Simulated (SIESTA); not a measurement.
**MgB2 under changes of volume**

One of the cells (9.873 Å³/atom); the others are scaled copies at fixed shape and fractional positions:

```xyz
3
Lattice="3.1054 0.0000 0.0000 -1.5527 2.6894 0.0000 0.0000 0.0000 3.5463" Properties=species:S:1:pos:R:3 pbc="T T T"
Mg    0.0000    0.0000    0.0000
B     1.5527    0.8965    1.7732
B     0.0000    1.7929    1.7732
```

| Quantity | Value |
| --- | --- |
| Program | SIESTA 5.4.2 |
| Functional | PBEsol |
| Potentials or basis | PseudoDojo 0.4 standard (PBEsol files) |
| Basis | DZP (energy shift 0.003 Ry; two zetas on semicore shells) |
| Grid cutoff | 800 Ry |
| Energy shift | 0.003 Ry |
| k mesh | 10 × 10 × 8 |
| Occupations | fermi-dirac, width 0.05 eV |
| Spin | no spin polarisation |

```tsv
volume (Å³/atom)	energy over the lowest point (meV/atom)	pressure (GPa)
9.098	27.97	12.9
9.292	14.72	9.1
9.485	?	?
9.873	0.00	-0.7
10.066	2.57	-3.5
10.260	8.34	-6.0
```

Problem. What does the run at 9.485 Å³/atom give?

Solution. Energy over the lowest point 5.82 meV/atom; pressure 5.6 GPa.

Worked out: A Birch-Murnaghan fit of order 3 (a polynomial in V^(-2/3)) to the other rows has its minimum at 9.83 Å³/atom with B0 = V·E''(V) = 151 GPa (rough, since the energies scatter) at fixed shape and positions, which overstates the stiffness. It gives 5.86 meV/atom at 9.485 Å³/atom, against the run's 5.82, and -dE/dV = 5.6 GPa, against 5.6.

Energies are extrapolated to zero smearing.

Caveats: the basis of atomic orbitals isn't converged, which shifts pressures, moduli and gaps.
